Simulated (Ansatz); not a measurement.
# Se: the cost of one run

Code: Ansatz 0.2.0. PAW datasets, plane waves. The values are computed, spin-unpolarised, and not measurements.

### 1 The structure to begin with

The unstrained cell was relaxed with r2SCAN+rVV10; in each strained cell the atoms were relaxed again with r2SCAN+rVV10. Names of k-points are those of the unstrained zone, where strain can split equivalent points. First state: no strain.

Space group R-3 (No. 148), trigonal; a = 11.249 Å, c = 4.466 Å in the conventional setting, 27.19 Å³ an atom. Around Se lie 2 Se at 2.37 Å.

Coordinates:

```cif
data_structure
_symmetry_space_group_name_H-M 'P 1'
_symmetry_Int_Tables_number 1
_cell_length_a 6.6633
_cell_length_b 6.6633
_cell_length_c 6.6633
_cell_angle_alpha 115.160
_cell_angle_beta 115.160
_cell_angle_gamma 115.160
_cell_volume 163.14
loop_
_atom_site_label
_atom_site_type_symbol
_atom_site_fract_x
_atom_site_fract_y
_atom_site_fract_z
_atom_site_occupancy
Se1 Se 0.83930 0.71504 0.08414 1
Se2 Se 0.71504 0.08414 0.83930 1
Se3 Se 0.08414 0.83930 0.71504 1
Se4 Se 0.16070 0.28496 0.91586 1
Se5 Se 0.28496 0.91586 0.16070 1
Se6 Se 0.91586 0.16070 0.28496 1
```

### 2 No strain: PBE

input.yaml reads:

```yaml
crystal:
  lattice:
    - [5.6247499029, 3.2474508705, 1.4885349658]
    - [-5.6247499029, 3.2474508705, 1.4885349658]
    - [0.0, -6.4949017411, 1.4885349658]
  atoms:
    - { symbol: Se, position: [0.8392979922, 0.7150361902, 0.0841378049] }
    - { symbol: Se, position: [0.7150361902, 0.0841378049, 0.8392979922] }
    - { symbol: Se, position: [0.0841378049, 0.8392979922, 0.7150361902] }
    - { symbol: Se, position: [0.1607020078, 0.2849638098, 0.9158621951] }
    - { symbol: Se, position: [0.2849638098, 0.9158621951, 0.1607020078] }
    - { symbol: Se, position: [0.9158621951, 0.1607020078, 0.2849638098] }
kpoints:
  mp_grid: { grid: [6, 6, 6] }
  band_path:
    path:
      - [0.0, 0.0, 0.0]
      - [0.5, 0.0, 0.0]
      - [0.5, -0.5, 0.5]
      - [0.2016838856, -0.7983161144, 0.2016838856]
      - [0.5, -0.5, 0.0]
      - [0.1666666667, 0.1666666667, -0.1666666667]
      - [0.151042, 0.21875, -0.231771]
    npoints: 1
hamiltonian:
  xc: pbe
scf:
  occupations: { method: fermi_dirac, width: 0.02 }
  n_extra_bands: 5
output:
  forces: true
  stress: true
  eigenvalues: true
```

On the command line:

```sh
$ ansatz run input.yaml --threads 4 --pin off --max-ram 4608MiB --backend cpu --events-out ev --progress --plain --runs-dir out
```

What time and memory should one allow on 4 threads of Intel Xeon Platinum 8259CL at 2.50GHz (Skylake/Cascade Lake), shared host?

About 7.5 s, with a peak of 0.71 GiB.
